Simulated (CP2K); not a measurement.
The system is BN.

```xyz
4
Lattice="2.4982 0.0000 0.0000 -1.2491 2.1635 0.0000 0.0000 0.0000 6.6357" Properties=species:S:1:pos:R:3 pbc="T T T"
N     1.2491    0.7212    1.6589
N     0.0000    1.4424    4.9768
B     1.2491    0.7212    4.9768
B     0.0000    1.4424    1.6589
```

Base run:

```yaml
Program: CP2K 2026.2
Functional: PBE
Potentials_or_basis: POTENTIAL_UZH N GTH-PBE-q5, B GTH-PBE-q3; TZVP-MOLOPT-PBE-GTH basis
Density_cutoff: 9184 eV
k_mesh: 12 × 12 × 4
Occupations: fermi-dirac, width 0.05 eV
Spin: no spin polarisation
```

Its results: band gap on the k mesh 4.30 eV, indirect (least direct gap 4.65 eV); pressure 5.2 GPa.

Problem. The run is repeated on the same cell with these changes: functional from PBE to LDA. What comes out?

Solution. Band gap on the k mesh 4.09 eV, indirect (least direct gap 4.52 eV); pressure 3.8 GPa.

LDA binds more tightly than PBE, so the same cell stands under less pressure.

Caveats: the basis of atomic orbitals isn't converged, which shifts pressures, moduli and gaps; this functional lacks dispersion, which binds the layers, so the pressure and a relaxed spacing across them are unreliable (some runs); the potentials were made for another functional, which shifts forces and pressure (some runs).
